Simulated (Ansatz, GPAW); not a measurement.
Given: the input of a run of Ansatz 0.2.0 on W (Tungsten). 

Contents of input.yaml:

```yaml
crystal:
  lattice:
    - [-1.582345, 1.582345, 1.582345]
    - [1.582345, -1.582345, 1.582345]
    - [1.582345, 1.582345, -1.582345]
  atoms:
    - { symbol: W, position: [0.0, 0.0, 0.0] }
hamiltonian:
  xc: rpbe
  pseudopotentials: { kind: paw }
kpoints:
  mp_grid: { grid: [12, 12, 12] }
scf:
  occupations: { method: gaussian, width: 0.05 }
output:
  forces: true
  stress: true
  eigenvalues: true
```

Potentials or basis: Ansatz PAW.

The run is started by

```sh
$ ansatz run input.yaml --threads 2 --pin off --max-ram 5632MiB --backend cpu --events-out ev --progress --plain --runs-dir out
```

Q: Translate it to GPAW 26.7.0 (ASE script). Potentials or basis there: the program's PAW data sets (release 1.2.1) made for this functional, cutoff 600 eV.

A: As run (cutoffs and basis follow the program's own potentials, and thresholds, step limits or extra output files can differ):

run.py

```python
from ase import Atoms
from ase.dft.bandgap import bandgap
from ase.io import write
from ase.units import Bohr, GPa
from gpaw import GPAW, PW
from gpaw.elf import elf_from_dft_calculation

atoms = Atoms(['W'],
              cell=[[-1.582345, 1.582345, 1.582345],
                    [1.582345, -1.582345, 1.582345],
                    [1.582345, 1.582345, -1.582345]],
              scaled_positions=[[0.0, 0.0, 0.0]],
              pbc=True)

calc = GPAW(mode=PW(600),
            xc='RPBE',
            kpts={'size': (12, 12, 12), 'gamma': True},
            occupations={'name': 'methfessel-paxton', 'order': 0, 'width': 0.05},
            nbands=16,
            convergence={'density': 1e-05, 'energy': 1e-05},
            maxiter=150,
            txt='gpaw.txt')
atoms.calc = calc
energy = atoms.get_potential_energy()
forces = atoms.get_forces()
stress = atoms.get_stress()
calc.write('gs.gpw')
write('result.traj', atoms)
print(f'Energy: {energy:.6f} eV')
print('Forces (eV/A):')
print(forces.round(4))
print('Stress (GPa):', (stress / GPa).round(3))
print('Fermi level:', round(calc.get_fermi_level(), 4), 'eV')
print(f'Gap: {bandgap(calc)[0]:.4f} eV, direct: {bandgap(calc, direct=True)[0]:.4f} eV')

# fields on the real-space grid
write('density.cube', atoms, data=calc.get_pseudo_density() * Bohr**3)
write('potential.cube', atoms, data=calc.get_electrostatic_potential())
write('elf.cube', atoms, data=elf_from_dft_calculation(calc).data)
```

Potentials or basis: the program's PAW data sets (release 1.2.1) made for this functional, pw.

Launch:

```sh
$ OMP_NUM_THREADS=1 python run.py
```

Both were run:

|  | Ansatz | GPAW |
| --- | --- | --- |
| Pressure | 9.8 GPa | 10.0 GPa |

Ansatz's pressure holds a Pulay term of +0.09 GPa for its cutoff of 420 eV, which the other run lacks.

Ansatz's potentials were made for PBE.

Where Ansatz's input types no cutoff or centring, it takes its own default and a Γ-centred mesh.

Pressure is positive in compression.
